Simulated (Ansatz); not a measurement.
# Co (diamond type): the cost of one run

Program: Ansatz 0.2.0. Level of theory: DFT PBE, with the methods named in each step. These are calculated values, not measurements.

1 further run of the same task is left out (it didn't finish).

## Step 1: Starting point

The structure is cubic, space group Fd-3m (No. 227). Conventional cell: a = 4.769 Å, b = 4.769 Å, c = 4.769 Å, α = 90.00°, β = 90.00°, γ = 90.00°. Co (site symmetry -43m) is surrounded by 4 Co at 2.06 Å.

Structure file:

```cif
data_structure
_symmetry_space_group_name_H-M 'P 1'
_symmetry_Int_Tables_number 1
_cell_length_a 3.3720
_cell_length_b 3.3720
_cell_length_c 3.3720
_cell_angle_alpha 60.000
_cell_angle_beta 60.000
_cell_angle_gamma 60.000
_cell_volume 27.11
loop_
_atom_site_label
_atom_site_type_symbol
_atom_site_fract_x
_atom_site_fract_y
_atom_site_fract_z
_atom_site_occupancy
Co1 Co 0.87500 0.87500 0.87500 1
Co2 Co 0.12500 0.12500 0.12500 1
```

Whether this phase is the stable one at these pressures isn't tested.

Atoms are numbered in the order of the input: Co1, Co2.

## Step 2: Cell relaxed at zero pressure, PAW

File input.yaml:

```yaml
crystal:
  lattice:
    - [0.0, 2.3843307913, 2.3843307913]
    - [2.3843307913, 0.0, 2.3843307913]
    - [2.3843307913, 2.3843307913, 0.0]
  atoms:
    - { symbol: Co, position: [-0.125, -0.125, -0.125], spin: 1.7 }
    - { symbol: Co, position: [0.125, 0.125, 0.125], spin: 1.7 }
magnetization:
  spin_polarized: true
kpoints:
  mp_grid: { grid: [15, 15, 15] }
scf:
  occupations: { method: fermi_dirac, width: 0.05 }
hamiltonian:
  xc: pbe
  pseudopotentials: { kind: paw }
output:
  forces: true
  stress: true
  write_density: true
  write_potential: true
  elf: true
  volumetric_format: npy
relax:
  f_tol: 0.005
  max_steps: 40
  cell: {}
```

On the command line:

```sh
$ ansatz run input.yaml --threads 1 --pin off --max-ram 3072MiB --backend cpu --events-out ev --progress --plain --runs-dir out
```

What time and memory should one allow on 1 thread of Arm Neoverse V1, shared host?

About 1.7 min, with a peak of 0.4 GiB.
